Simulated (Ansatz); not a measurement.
Sn: enthalpy against pressure

Sn, Fd-3m, a = 6.541 Å. Ansatz: PBEsol, PAW, 420 eV, Γ-centred 12×12×12 mesh on 2 atoms, Gaussian smearing 0.10 eV; no spin polarisation. Cell and atoms are relaxed at each pressure, and no other structure is tried, so the rows at high pressure may lie past a change of phase. y is the enthalpy over the state at zero pressure; there V0 = 34.977 Å³/atom. The pressures are the targets, met within 0.07 GPa.

```tsv
P (GPa)	y (eV/atom)
-2.0	-0.4483
0.0	0.0000
2.0	0.4268
5.0	1.0369
10.0	?
20.0	3.7589
40.0	6.9144
```

Question: Fit y = c1 P + c2 P² + c3 P³ to the other rows, say what c1 and c2 mean, and predict the missing value.

Answer: Least squares on the rows shown. y = 0.21694 P − 0.0018012 P² + 1.7479×10⁻⁵ P³. Since dH/dP = V, c1 is V0: 0.21694 eV/GPa × 160.2 = 34.754 Å³ against 34.977; c2 = −V0/(2B0) gives B0 = 60 GPa, where a Birch–Murnaghan fit to the volumes of the same runs (not shown) gives 41 GPa: a cubic over this range folds the higher terms into c2. Above P = −c2/(3 c3) = 34 GPa the cubic's slope, the volume, would rise with pressure, so the form fails there. At P = 10.0 the fit asked for gives 2.0068 eV/atom. The run gave 1.9946 eV/atom, so the fit is 0.0122 eV/atom too high, 0.17 % of the span of the series, against an rms of 0.0039 eV/atom on the fitted rows. With a term in P⁴ added, a fit to the same known rows predicts 1.9888 eV/atom, a smaller miss on the other side. The records add, with no proof that it causes the miss: the gap is open there and closed in the run one row up.